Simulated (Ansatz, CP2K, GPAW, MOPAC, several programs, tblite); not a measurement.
## Many methods on one cell: MoTe2 (CdCl2 type)

MoTe2 built on the CdCl2 prototype, relaxed with r2SCAN+rVV10 in Ansatz, was computed with several methods. Space group R-3m (No. 166), trigonal; a = 3.502 Å, c = 21.206 Å in the conventional setting, 25.02 Å³ an atom. Mo is surrounded by 6 Te at 2.73 Å; Te is surrounded by 3 Mo at 2.73 Å. Computed, not measured; no magnetism was allowed, and whether the structure is a known phase isn't checked.

```cif
data_structure
_symmetry_space_group_name_H-M 'P 1'
_symmetry_Int_Tables_number 1
_cell_length_a 7.3522
_cell_length_b 7.3522
_cell_length_c 7.3522
_cell_angle_alpha 27.555
_cell_angle_beta 27.555
_cell_angle_gamma 27.555
_cell_volume 75.07
loop_
_atom_site_label
_atom_site_type_symbol
_atom_site_fract_x
_atom_site_fract_y
_atom_site_fract_z
_atom_site_occupancy
Mo1 Mo 0.00000 0.00000 0.00000 1
Te1 Te 0.24656 0.24656 0.24656 1
Te2 Te 0.75344 0.75344 0.75344 1
```

Gaps and times are for a single point on this cell; volume and bulk modulus come from each method's own relaxation or energy curve at fixed shape, which is too stiff where a cell has free coordinates or axes. Times are rough, from shared hosts (Arm Neoverse V1), and each method has its own mesh and cell size. A double dagger marks a value from a curve with shape and coordinates held. PM7 (MOPAC) and PM6 (MOPAC): levels, charges or heat of formation failed a check of plausibility, so no values are given. PM6 (MOPAC), PM7 (MOPAC), GFN1-xTB (tblite) treat a cluster of cells at its zone centre, which samples few k points: where these miss a band edge, the gap comes out too large for that reason alone. Gaps from k meshes are read at a limited set of points (mesh, symmetry points, PBE's band edges), so each method's own least gap may be somewhat smaller. xTB and the PM methods were fitted mostly to molecules, and can miss a solid's gap by electronvolts. Minimal bases can be far off for gaps. Curves at held shape can't give the bulk modulus of a layered or molecular crystal, so none is listed. d marks a direct gap, i an indirect one (no mark: not told apart), a dash a value that wasn't computed or didn't pass its checks.

| method | kind | gap (eV) | own volume (Å³/atom) | bulk modulus (GPa) | atoms computed | processor time |
| --- | --- | --- | --- | --- | --- | --- |
| light PBE (260 eV and a coarse mesh) | light plane-wave | overlap 0.35 | – | – | 3 | 1.7 s |
| PBE | semilocal | overlap 0.34 | – | – | 3 | 8.6 s |
| GFN1-xTB (tblite) | tight binding | 0.09 | 23.55‡ | – | 81 | 8.8 s |
| PM7 (MOPAC) | semi-empirical | – | – | – | 81 | 14 s |
| r2SCAN | semilocal | overlap 0.33 | – | – | 3 | 25 s |
| PBE/single zeta (GPAW) | small basis | overlap 0.17 | – | – | 3 | 35 s |
| PBE/SZV (CP2K) | small basis | overlap 0.14 | – | – | 3 | 46 s |
| PM6 (MOPAC) | semi-empirical | – | – | – | 81 | 87 s |
| PBE/DZVP (CP2K) | small basis | overlap 0.34 | 26.05‡ | – | 3 | 110 s |

Runs without a result: GFN2-xTB (tblite) (single point).

With PBE and r2SCAN the bands overlap or touch, or nearly. Semilocal functionals can close a real gap, so this doesn't show a metal; small gaps of other methods may in turn close between the points read or with spin-orbit coupling, and the solid may be a semimetal.

Spin-orbit coupling is left out, which matters wherever the heavy atoms make up the band edges.
